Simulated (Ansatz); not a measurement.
## BN under changes of volume

One of the cells (9.476 Å³/atom); the others are scaled copies at fixed shape and fractional positions:

```
N B
1.0
     0.00000    3.49532    2.16609
     1.25163    0.00000    2.16609
     1.25163    3.49532    0.00000
N B
1 1
Direct
  0.66665 0.66665 0.33335
  0.00005 0.00005 0.99995
```

Measurements of this composition are mostly on another form, of space group No. 194.

```yaml
Program: Ansatz 0.2.0
Functional: r2SCAN
Potentials_or_basis: Ansatz PAW
Cutoff: "500 eV (not typed: the program's choice for these potentials)"
k_mesh: 13 × 13 × 13
Occupations: fermi-dirac, width 0.05 eV
Spin: no spin polarisation
```

| volume (Å³/atom) | energy over the lowest point (meV/atom) | pressure (GPa) | gap on the mesh (eV) | largest force (eV/Å) |
| --- | --- | --- | --- | --- |
| 8.908 | ? | ? | ? | ? |
| 9.097 | 10.65 | 9.8 | 4.41 | 0.010 |
| 9.287 | 2.27 | 4.4 | 4.40 | 0.009 |
| 9.476 | 0.00 | -0.5 | 4.38 | 0.008 |
| 9.666 | 3.30 | -5.0 | 4.37 | 0.007 |
| 9.855 | 11.68 | -9.1 | 4.35 | 0.007 |
| 10.045 | 24.70 | -12.9 | 4.34 | 0.006 |

**Question.** What does the run at 8.908 Å³/atom give?

**Answer.** Energy over the lowest point 25.71 meV/atom; pressure 15.7 GPa; gap on the mesh 4.42 eV; largest force 0.011 eV/Å.

Worked out: A Birch-Murnaghan fit of order 3 (a polynomial in V^(-2/3)) to the other rows has its minimum at 9.46 Å³/atom with B0 = V·E''(V) = 237 GPa and B' = 3.6 at fixed shape and positions, which overstates the stiffness. It gives 25.68 meV/atom at 8.908 Å³/atom, against the run's 25.71, and -dE/dV = 15.7 GPa, against 15.7. A straight line through the other rows of the gap, of slope -0.735 eV per unit of ln V, extrapolates to 4.43 eV, against the run's 4.42.

Energies are extrapolated to zero smearing.

Caveats: odd divisions of the mesh miss points on the zone boundary, where band edges often lie, so the gap on the mesh can be too wide; the PAW data sets come from PBE, with cores solved anew for the run's functional, which leaves a small shift of forces and pressure.

A mesh can miss the band edges.
